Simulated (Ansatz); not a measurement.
# HfO2 (P2_1/c) in Ansatz: settings compared, part 2 of 2

Ansatz 0.2.0.

## Step 3: Band structure, SVWN5

File input.yaml:

```yaml
crystal:
  lattice:
    - [5.118, 0.0, 0.0]
    - [0.0, 5.1857, 0.0]
    - [-0.8586630598, 0.0, 5.2138671406]
  atoms:
    - { symbol: Hf, position: [0.2755, 0.4603, 0.708] }
    - { symbol: Hf, position: [0.7245, 0.9603, 0.792] }
    - { symbol: Hf, position: [0.7245, 0.5397, 0.292] }
    - { symbol: Hf, position: [0.2755, 0.0397, 0.208] }
    - { symbol: O, position: [0.0742, 0.1684, 0.8467] }
    - { symbol: O, position: [0.9258, 0.6684, 0.6533] }
    - { symbol: O, position: [0.9258, 0.8316, 0.1533] }
    - { symbol: O, position: [0.0742, 0.3316, 0.3467] }
    - { symbol: O, position: [0.4487, 0.7419, 0.9801] }
    - { symbol: O, position: [0.5513, 0.2419, 0.5199] }
    - { symbol: O, position: [0.5513, 0.2581, 0.0199] }
    - { symbol: O, position: [0.4487, 0.7581, 0.4801] }
hamiltonian:
  xc: { exchange: slater, correlation: vwn5 }
  pseudopotentials: { kind: paw }
kpoints:
  mp_grid: { grid: [5, 5, 5] }
  band_path:
    path:
      - [[0.0, 0.0, 0.0], [0.0, 0.0, 0.5], [-0.4327310173, 0.0, 0.5726006525], [-0.5, 0.0, 0.5], [-0.5, 0.5, 0.5], [-0.5672689827, 0.5, 0.4273993475], [-0.5, 0.5, 0.0], [-0.5, 0.0, 0.0], [-0.5672689827, 0.0, 0.4273993475]]
      - [[-0.4327310173, 0.5, 0.5726006525], [0.0, 0.5, 0.5], [0.0, 0.5, 0.0]]
      - [[0.0, 0.0, 0.5], [0.0, 0.5, 0.5]]
    npoints: 10
scf:
  occupations: { method: fermi_dirac, width: 0.05 }
  n_extra_bands: 30
output:
  forces: true
  stress: true
  eigenvalues: true
  fatbands: false
```

Potentials or basis: Ansatz PAW.

On the command line:

```console
$ ansatz run input.yaml --threads 2 --pin off --max-ram 5120MiB --backend cpu --events-out ev --progress --plain --runs-dir out
```

Standard output:

```text
Warning: RAYON_NUM_THREADS=2 ignored (pool sized by the plan → 2); use --threads N
scf.n_extra_bands = 30 over 76 filled bands (N_el = 152.0): the run solves 106 bands
Engine: ansatz 0.2.0, x86_64-unknown-linux-gnu
Pseudopotentials: kind: paw
Pseudopotential: Hf, paw, valence charge 26, recommended cutoff 420 eV (normal), Hf.paw.azcp
Pseudopotential: O, paw, valence charge 6, recommended cutoff 420 eV (normal), O.paw.azcp
Functional definition: unnamed
  exchange = slater_x
  correlation = vwn5_c
Crystal: 12 atoms, lattice volume = 138.378 Å³
Basis set: ecut = 420 eV, 2699 PW (Γ)
Bands: 106, of which v1, the nominal top of the filled ones, is band 76 counted from 1 (75 counted from 0)
Symmetry: 4 space group operations
Space group: P21/c (ITA 14), of the structure as read, at distance tolerance 5.2e-5 Å
k-points: 39 of 125
Non-local potential: Hf, projectors of the file, l = 0: 3, l = 1: 2, l = 2: 2, l = 3: 3
Non-local potential: O, projectors of the file, l = 0: 2, l = 1: 2, l = 2: 1
PAW form: soft (Blöchl's): semilocal exchange-correlation on the pseudo side does not see the compensation charge
PAW frozen core: Hf, regenerated for the run's functional, and the local potential with it (the file was generated under x = pbe(κ = 0.804, μ = 0.2195149727645171), c = pbe(β = 0.06672455060314922))
PAW frozen core: O, regenerated for the run's functional, and the local potential with it (the file was generated under x = pbe(κ = 0.804, μ = 0.2195149727645171), c = pbe(β = 0.06672455060314922))
PAW one-centre angular grid: Hf, 590 points (default); XC on 64 Gauss nodes
PAW one-centre angular grid: O, 110 points (default); XC on 64 Gauss nodes
Initial density: superposition of atomic densities (neutral atoms: chi_scale 0, normalization atom), corrected by the library's trained network
Initial wavefunctions: pseudopotential atomic-orbital guess
Functional: x = slater, c = vwn5
SCF iter   1: F=—  HF=-66376.551285 eV  |F-HF|=—  |Δ(HF+E_count)|=         —  Δρ=2.04e-2  dr2=5.24e-1  ethr=1.77e-3  ⟨swp⟩=5.1  Hψ=13429  notcnv=0  defer=569
preconditioner: auto → Resta (q_TF=auto, 2.771 Å⁻¹)  ε∞=4.4  [insulator: Δε(μ)=3.758 eV  Ē_g=20.556 eV  σ=0.050 eV  W_gap=1.00  n_scr=52 (ndim 8)  ℏωp=37.9 eV  f_vac=0.076  D(μ)=0.00/eV (n_scr^D=0)  ε∞_Penn≈4.4]
[... 23 lines left out ...]
  E_xc         = -1769.925035
  E_vxc        = -1811.894808  (∫ρ·V_xc dr)
  E_paw        = -27922.321114  (= ΣΔE_a)
  E_vpaw       = 5370.333915  (= ΣTr[D̂ρ^β])
  E_aug_tail   = 0.020216  (compensation charges beyond the density's cutoff)
  E_ewald      = -21845.361851
  E_core_change = 10.626486  (= ΣΔE_core)
  E_smearing   = -0.000000  (= −TS)
  E_closure    = 0.000000  (closes the sum)
  Σ components = -66376.418589   (vs F -66376.418589, Δ=0.00e0)
--- Forces (eV/Å), atoms counted from 1 ---
  atom   1  Hf     0.15279823    -0.09427537     0.01157065
  atom   2  Hf    -0.15279823    -0.09427537    -0.01157065
  atom   3  Hf    -0.15279823     0.09427537    -0.01157065
  atom   4  Hf     0.15279823     0.09427537     0.01157065
  atom   5  O     -0.37608047    -0.18918326    -0.03490111
  atom   6  O      0.37608047    -0.18918326     0.03490111
  atom   7  O      0.37608047     0.18918326     0.03490111
  atom   8  O     -0.37608047     0.18918326    -0.03490111
  atom   9  O      0.00197924     0.03437313    -0.08702168
  atom  10  O     -0.00197924     0.03437313     0.08702168
  atom  11  O     -0.00197924    -0.03437313     0.08702168
  atom  12  O      0.00197924    -0.03437313    -0.08702168
  max |Σ_I F_I| component: 5.38e-17 eV/Å
--- Stress (GPa, compression-positive) ---
       -7.985264       0.000000      -0.382782
        0.000000      -8.747568       0.000000
       -0.382782       0.000000      -7.210462
  P = ⅓ Tr σ = -7.9811 GPa (-79.811 kbar)
--- Band table (eV; the first three rows and the last of 39) ---
  k-point 0: bands = ["-46.5325", "-46.5126", "-46.5090", "-46.5083", "-15.6537", "-15.6227", "-15.5971", "-15.3971", "-15.3384", "-15.2985", "-15.2754", "-15.2379", "-15.2090", "-15.1963", "-15.1473", "-15.0944", "-4.1074", "-2.7087", "-2.5415", "-2.5413", "-2.0530", "-2.0344", "-1.9308", "-1.8023", "3.5224", "3.5319", "3.5326", "3.5334", "3.5390", "3.5450", "3.5490", "3.5501", "3.5535", "3.5538", "3.5565", "3.5600", "3.5611", "3.5622", "3.5667", "3.5707", "3.5743", "3.5757", "3.5771", "3.5795", "3.5835", "3.5913", "3.5924", "3.6031", "3.6132", "3.6255", "3.6364", "3.6773", "8.1706", "8.2590", "8.8131", "9.0298", "9.1352", "9.4678", "10.3246", "10.6151", "10.7415", "10.9149", "11.0044", "11.1118", "11.7194", "11.8129", "11.8725", "11.8791", "12.1207", "12.5854", "12.6645", "12.6969", "13.2066", "13.2259", "13.5677", "13.7122", "18.0942", "18.6844", "18.8618", "19.0789", "19.2633", "19.5001", "19.7880", "19.9463", "20.2059", "20.3000", "20.9464", "20.9844", "21.1730", "21.6049", "22.1396", "22.4899", "22.6463", "23.0153", "23.8783", "24.0061", "24.6430", "25.8771", "25.8903", "26.0198", "27.0266", "27.2691", "27.8686", "28.0512", "28.0542", "28.4034"]
  k-point 1: bands = ["-46.5305", "-46.5141", "-46.5091", "-46.5089", "-15.6272", "-15.5825", "-15.5787", "-15.4274", "-15.3595", "-15.2897", "-15.2704", "-15.2575", "-15.2098", "-15.1897", "-15.1537", "-15.1333", "-3.9462", "-2.6621", "-2.5977", "-2.5299", "-2.1539", "-2.0394", "-1.9927", "-1.8312", "3.5210", "3.5273", "3.5335", "3.5357", "3.5366", "3.5448", "3.5504", "3.5522", "3.5534", "3.5554", "3.5561", "3.5578", "3.5600", "3.5651", "3.5659", "3.5708", "3.5727", "3.5757", "3.5763", "3.5837", "3.5843", "3.5863", "3.5994", "3.6012", "3.6124", "3.6243", "3.6331", "3.6674", "8.2903", "8.4685", "9.0742", "9.0962", "9.3206", "9.5676", "10.1434", "10.4839", "10.5044", "10.8427", "11.0811", "11.1988", "11.4510", "11.6727", "11.8871", "12.0671", "12.1625", "12.3512", "12.4790", "12.8609", "12.9275", "13.1756", "13.4420", "13.5720", "18.1623", "18.6087", "18.6766", "19.1758", "19.4875", "19.5248", "20.1040", "20.1267", "20.2364", "20.4597", "20.6865", "21.0131", "21.4675", "21.7059", "21.9511", "22.5950", "22.6587", "23.0925", "23.6664", "24.0239", "24.4932", "25.1343", "25.9685", "26.3896", "27.1765", "27.2958", "27.7801", "28.0361", "28.0657", "28.7202"]
  k-point 2: bands = ["-46.5252", "-46.5188", "-46.5092", "-46.5092", "-15.5550", "-15.5337", "-15.5007", "-15.4607", "-15.4393", "-15.3336", "-15.2523", "-15.2495", "-15.2238", "-15.2014", "-15.1796", "-15.1683", "-3.5179", "-2.9792", "-2.5538", "-2.4985", "-2.1599", "-2.1124", "-2.0547", "-1.9301", "3.5191", "3.5209", "3.5354", "3.5368", "3.5394", "3.5460", "3.5476", "3.5492", "3.5522", "3.5547", "3.5570", "3.5600", "3.5630", "3.5639", "3.5665", "3.5679", "3.5699", "3.5752", "3.5764", "3.5772", "3.5897", "3.5931", "3.6072", "3.6089", "3.6142", "3.6203", "3.6261", "3.6423", "8.6606", "9.0444", "9.0810", "9.3850", "9.6953", "9.8061", "9.9769", "10.0631", "10.1748", "10.8592", "11.0142", "11.0829", "11.2392", "11.5648", "11.5764", "12.0391", "12.0599", "12.2779", "12.4327", "12.7807", "13.0044", "13.0362", "13.1412", "13.3298", "18.2924", "18.4346", "18.7414", "18.9218", "19.6692", "19.7724", "20.2934", "20.3375", "20.4342", "20.5013", "21.0955", "21.1635", "21.4139", "21.7193", "22.3279", "22.5970", "22.6915", "23.1400", "23.2905", "23.8242", "24.2891", "24.2919", "26.2925", "26.7583", "27.2941", "27.3778", "27.5228", "27.8010", "28.5089", "29.0528"]
  k-point 38: bands = ["-46.5221", "-46.5188", "-46.5115", "-46.5101", "-15.6163", "-15.5912", "-15.5443", "-15.5025", "-15.3728", "-15.3089", "-15.2587", "-15.2286", "-15.1989", "-15.1861", "-15.1544", "-15.1357", "-3.3167", "-3.0241", "-2.6463", "-2.6038", "-2.2103", "-2.1362", "-1.9378", "-1.9228", "3.5262", "3.5321", "3.5335", "3.5369", "3.5409", "3.5451", "3.5471", "3.5509", "3.5527", "3.5577", "3.5579", "3.5593", "3.5618", "3.5633", "3.5679", "3.5698", "3.5734", "3.5739", "3.5765", "3.5779", "3.5872", "3.5889", "3.5930", "3.5966", "3.6074", "3.6105", "3.6299", "3.6479", "8.8826", "9.1121", "9.2749", "9.4540", "9.5811", "9.6764", "9.8363", "9.9630", "10.4733", "10.8429", "11.0043", "11.2357", "11.3625", "11.4601", "11.8555", "12.0727", "12.1214", "12.4144", "12.5023", "12.5234", "12.7624", "12.8189", "12.9280", "13.0841", "18.2532", "18.3865", "18.7920", "19.0366", "19.4241", "19.4835", "19.8014", "19.9610", "20.1476", "20.4661", "21.0204", "21.2725", "21.6543", "21.7971", "22.3378", "22.8308", "23.1119", "23.5173", "23.6230", "24.1157", "24.4460", "24.8423", "25.0150", "25.5172", "26.1894", "26.4476", "26.9404", "27.3033", "29.2597", "29.4818"]
```

Wall time 14 s (2 threads of AMD EPYC 9B45 (Zen 5), shared host); peak memory 1 GiB.

Results:

- Free energy: -66376.4186 eV
- Pressure: -8.0 GPa
- Largest force: 0.422 eV/Å
- Band gap on the k mesh: 4.01 eV, indirect (least direct gap 4.08 eV)
- Band gap along the path: 3.96 eV, indirect (least direct gap 4.04 eV)

Forces on the atoms (eV/Å):
```
Hf   0.153 -0.094  0.012
Hf  -0.153 -0.094 -0.012
Hf  -0.153  0.094 -0.012
Hf   0.153  0.094  0.012
O   -0.376 -0.189 -0.035
O    0.376 -0.189  0.035
O    0.376  0.189  0.035
O   -0.376  0.189 -0.035
O    0.002  0.034 -0.087
O   -0.002  0.034  0.087
O   -0.002 -0.034  0.087
O    0.002 -0.034 -0.087
```

Stress tensor (GPa, compression positive):
```
-7.99  0.00 -0.38
 0.00 -8.75  0.00
-0.38  0.00 -7.21
```

Levels at the corners of the path, in eV from the valence-band top:
| point | band 72 | band 73 | band 74 | band 75 | band 76 | band 77 | band 78 | band 79 | band 80 | band 81 |
| --- | --- | --- | --- | --- | --- | --- | --- | --- | --- | --- |
| Γ | -1.02 | -0.51 | -0.49 | -0.14 | 0.00 | 4.38 | 4.97 | 5.15 | 5.37 | 5.55 |
| Y | -1.01 | -0.79 | -0.79 | -0.48 | -0.48 | 4.65 | 4.65 | 5.10 | 5.10 | 6.04 |
| H | -1.05 | -1.05 | -0.73 | -0.64 | -0.35 | 4.20 | 4.40 | 5.32 | 5.46 | 5.54 |
| C | -1.25 | -0.95 | -0.95 | -0.50 | -0.50 | 4.29 | 4.29 | 5.43 | 5.43 | 5.62 |
| E | -1.21 | -1.02 | -1.02 | -0.73 | -0.73 | 4.45 | 4.45 | 5.16 | 5.16 | 5.56 |
| M1 | -1.27 | -1.01 | -1.01 | -0.69 | -0.69 | 4.47 | 4.47 | 5.20 | 5.20 | 5.53 |
| A | -1.37 | -0.87 | -0.87 | -0.57 | -0.57 | 4.70 | 4.70 | 5.15 | 5.15 | 5.92 |
| X | -0.84 | -0.66 | -0.55 | -0.48 | -0.10 | 3.96 | 5.02 | 5.12 | 5.15 | 5.69 |
| H1 | -1.05 | -1.05 | -0.73 | -0.64 | -0.35 | 4.20 | 4.40 | 5.32 | 5.46 | 5.54 |
| M | -1.27 | -1.01 | -1.01 | -0.69 | -0.69 | 4.47 | 4.47 | 5.20 | 5.20 | 5.53 |
| D | -0.91 | -0.91 | -0.91 | -0.60 | -0.60 | 4.85 | 4.85 | 4.98 | 4.98 | 5.80 |
| Z | -1.07 | -0.80 | -0.80 | -0.41 | -0.41 | 4.97 | 4.97 | 5.46 | 5.46 | 5.81 |
| Y | -1.01 | -0.79 | -0.79 | -0.48 | -0.48 | 4.65 | 4.65 | 5.10 | 5.10 | 6.04 |
| D | -0.91 | -0.91 | -0.91 | -0.60 | -0.60 | 4.85 | 4.85 | 4.98 | 4.98 | 5.80 |

Caveat: the k mesh misses the band edges, so the gap on the mesh is wider than the one along the path; the pressure holds a Pulay correction of +1.0 GPa for the finite cutoff; spin-orbit coupling is left out, which moves the levels of the heavy elements; the PAW data sets come from PBE, with cores solved anew for the run's functional, which leaves a small shift of forces and pressure.

## Step 4: Band structure, PBE

Changes to input.yaml since step 3:

```diff
@@ -19,4 +19,4 @@
 hamiltonian:
-  xc: { exchange: slater, correlation: vwn5 }
-  pseudopotentials: { kind: paw }
+  xc: pbe
+  pseudopotentials: { kind: nc, source: spms }
 kpoints:
@@ -36,2 +36,6 @@
   eigenvalues: true
-  fatbands: false
+  fatbands: true
+  write_density: true
+  write_potential: true
+  elf: true
+  volumetric_format: npy
```

Potentials or basis: SPMS NC.

On the command line:

```console
$ ansatz run input.yaml --threads 2 --pin off --max-ram 5120MiB --backend cpu --events-out ev --progress --plain --runs-dir out
```

Run time: 50 s. Hardware: 2 threads of AMD EPYC 9B45 (Zen 5), shared host; peak memory 2.7 GiB.

It converged, with:

| Property | Result |
| --- | --- |
| Free energy | -9772.3635 eV |
| Pressure | 3.7 GPa |
| Largest force | 0.451 eV/Å |
| Band gap on the k mesh | 4.22 eV, indirect (least direct gap 4.28 eV) |
| Band gap along the path | 4.17 eV, indirect (least direct gap 4.24 eV) |

Forces in eV/Å, atoms in the order of the input:
```
Hf   0.107 -0.022  0.054
Hf  -0.107 -0.022 -0.054
Hf  -0.107  0.022 -0.054
Hf   0.107  0.022  0.054
O   -0.395 -0.171 -0.135
O    0.395 -0.171  0.135
O    0.395  0.171  0.135
O   -0.395  0.171 -0.135
O   -0.124  0.025 -0.089
O    0.124  0.025  0.089
O    0.124 -0.025  0.089
O   -0.124 -0.025 -0.089
```

Stress tensor (GPa, compression positive):
```
3.64 0.00 0.39
0.00 3.00 0.00
0.39 0.00 4.44
```

Levels at the corners of the path, in eV from the valence-band top:
| point | band 45 | band 46 | band 47 | band 48 | band 49 | band 50 | band 51 | band 52 |
| --- | --- | --- | --- | --- | --- | --- | --- | --- |
| Γ | -0.53 | -0.52 | -0.17 | 0.00 | 4.60 | 5.17 | 5.34 | 5.56 |
| Y | -0.82 | -0.82 | -0.48 | -0.48 | 4.85 | 4.85 | 5.29 | 5.29 |
| H | -1.06 | -0.74 | -0.64 | -0.35 | 4.40 | 4.60 | 5.50 | 5.63 |
| C | -0.96 | -0.96 | -0.50 | -0.50 | 4.49 | 4.49 | 5.60 | 5.60 |
| E | -1.03 | -1.03 | -0.73 | -0.73 | 4.65 | 4.65 | 5.36 | 5.36 |
| M1 | -1.02 | -1.02 | -0.70 | -0.70 | 4.67 | 4.67 | 5.39 | 5.39 |
| A | -0.89 | -0.89 | -0.58 | -0.58 | 4.87 | 4.87 | 5.34 | 5.34 |
| X | -0.69 | -0.56 | -0.49 | -0.09 | 4.17 | 5.21 | 5.30 | 5.33 |
| H1 | -1.06 | -0.74 | -0.64 | -0.35 | 4.40 | 4.60 | 5.50 | 5.63 |
| M | -1.02 | -1.02 | -0.70 | -0.70 | 4.67 | 4.67 | 5.39 | 5.39 |
| D | -0.90 | -0.90 | -0.62 | -0.62 | 5.03 | 5.03 | 5.19 | 5.19 |
| Z | -0.79 | -0.79 | -0.43 | -0.43 | 5.15 | 5.15 | 5.64 | 5.64 |
| Y | -0.82 | -0.82 | -0.48 | -0.48 | 4.85 | 4.85 | 5.29 | 5.29 |
| D | -0.90 | -0.90 | -0.62 | -0.62 | 5.03 | 5.03 | 5.19 | 5.19 |

Caveat: the k mesh misses the band edges, so the gap on the mesh is wider than the one along the path; the pressure holds a Pulay correction of +0.4 GPa for the finite cutoff; spin-orbit coupling is left out, which moves the levels of the heavy elements.

## Step 5: Summary

| level | potentials or basis | cutoff (eV) | gap on the mesh (eV) | pressure (GPa) | largest force (eV/Å) |
| --- | --- | --- | --- | --- | --- |
| r2SCAN | Ansatz PAW | 500 | 4.72 | 0.3 | 0.46 |
| SVWN5 | Ansatz PAW | 420 | 4.01 | -8.0 | 0.42 |
| PBE | SPMS NC | 1034 | 4.22 | 3.7 | 0.45 |

Alike in all rows: task band structure; no spin polarisation; cell as given; k mesh 5 × 5 × 5; smearing fermi-dirac 0.05 eV.

Caveats: the k mesh misses the band edges, so the gap on the mesh is wider than the one along the path; spin-orbit coupling is left out, which moves the levels of the heavy elements; the PAW data sets come from PBE, with cores solved anew for the run's functional, which leaves a small shift of forces and pressure (some runs).

Total energies depend on the potentials used, so only differences within one code and one set of settings carry meaning.

## Step 6: Against experiment

Step 2. A measured gap of HfO2 is 5.54 eV (indirect; quoted in “Temperature dependence of self-trapped exciton luminescence in nanostructured hafnia powder”, 2021, arxiv:2112.02602); the calculated 4.66 eV misses it by -0.88 eV. Spin-orbit coupling on Hf is left out. The value is that of r2SCAN, without temperature or zero-point motion.

Step 3. Measured gap of HfO2: 5.54 eV (indirect; quoted in “Temperature dependence of self-trapped exciton luminescence in nanostructured hafnia powder”, 2021, arxiv:2112.02602). This calculation gives 3.96 eV (-1.58 eV). Spin-orbit coupling on Hf is left out. The value is that of SVWN5, without temperature or zero-point motion.

Step 4. Against the measured gap of HfO2, 5.54 eV (indirect; quoted in “Temperature dependence of self-trapped exciton luminescence in nanostructured hafnia powder”, 2021, arxiv:2112.02602), the calculated 4.17 eV is off by -1.37 eV. Spin-orbit coupling on Hf is left out. The value is that of PBE, without temperature or zero-point motion. Semilocal functionals fall short of measured gaps as a rule.
